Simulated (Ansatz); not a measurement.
Runs of Ansatz 0.2.0 on Pd. Symmetry: Im-3m, No. 229, cubic system. The conventional cell has a = 3.145 Å, b = 3.145 Å, c = 3.145 Å, α = 90.00°, β = 90.00°, γ = 90.00°. Around Pd (site symmetry m-3m) lie 8 Pd at 2.72 Å. This isn't the form of Pd at room conditions, which is fcc.

| task | level | spin | cell | k mesh | cutoff (eV) | smearing | points for each segment of the path | gap on the mesh (eV) | pressure (GPa) | relaxed volume (Å³/atom) |
| --- | --- | --- | --- | --- | --- | --- | --- | --- | --- | --- |
| single point | PBE | off | as given | 12 × 12 × 12 | 420 | gaussian 0.016 eV | - | none | -1.2 | - |
| relaxation of cell and atoms | RPBE+D3(BJ) | off | relaxed | 12 × 12 × 12 | 420 | fermi-dirac 0.05 eV | - | none | 0.0 | 12.97 |
| relaxation of cell and atoms | PBE+D3(BJ) | off | relaxed | 12 × 12 × 12 | 420 | fermi-dirac 0.05 eV | - | none | 0.0 | (a) |
| band structure | r2SCAN | SOC, no magnetisation | as given | 9 × 9 × 9 | 500 | fermi-dirac 0.05 eV | 14 | none | -5.7 | - |
| single point | PBE | off | as given | 12 × 12 × 12 | 420 | gaussian 0.021 eV | - | none | -1.2 | - |
| single point | PBE | off | as given | 12 × 12 × 12 | 420 | gaussian 0.019 eV | - | none | -1.2 | - |
| single point | PBE | off | as given | 12 × 12 × 12 | 420 | gaussian 0.025 eV | - | none | -1.2 | - |
| single point | PBE | off | as given | 12 × 12 × 12 | 420 | gaussian 0.014 eV | - | none | -1.2 | - |

Alike in all rows: potentials or basis Ansatz PAW.

Question: Fill in the values left out.

Answer: (a) 14.82.

Caveats: the plane-wave basis is chosen anew once the cell has moved, so the energies of steps on either side of that aren't comparable (some runs); pairwise dispersion overbinds metals, which lowers pressure and volume (some runs); the PAW data sets come from PBE, with cores solved anew for the run's functional, which leaves a small shift of forces and pressure (some runs); the volume moved by over 15 % at a fixed basis, so the end points are rough (some runs).

A k mesh can miss the band edges, and rows without SOC leave out spin-orbit coupling on Pd.

A gap of «none» marks a metal or a gap under the smearing width.
